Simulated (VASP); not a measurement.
Here is a VASP 6.6.1 calculation.

INCAR

```
PREC = Accurate
ENCUT = 520
EDIFF = 1E-6
ISMEAR = 0
SIGMA = 0.05
LREAL = False
LASPH = True
NELM = 100
ALGO = Normal
ISIF = 2
LWAVE = False
LCHARG = False
GGA = PE
NBANDS = 16
```

The input KPOINTS:

```
Automatic mesh
0
Gamma
  6 6 4
```

The input POSCAR:

```
Rb
1.0
    4.9797773258      0.0000000000      0.0000000000
   -2.4898886629      4.3126136693      0.0000000000
    0.0000000000      0.0000000000      8.1336362988
Rb
2
Direct
    0.3333333333      0.6666666667      0.7500000000
    0.6666666667      0.3333333333      0.2500000000
```

Potentials or basis: VASP PAW PBE potentials, release 64 (Rb_sv).

Command:

```bash
$ cat potpaw_PBE.64/Rb_sv/POTCAR > POTCAR
$ mpirun -np 1 vasp_std > vasp.out
```

Question: Predict the band gap on the k mesh.

Answer: None (metal or under the smearing width).

Question: Estimate the pressure.

Answer: 0.1 GPa.

Stress tensor (GPa, compression positive):
```
0.21 0.00 0.00
0.00 0.21 0.00
0.00 0.00 0.01
```
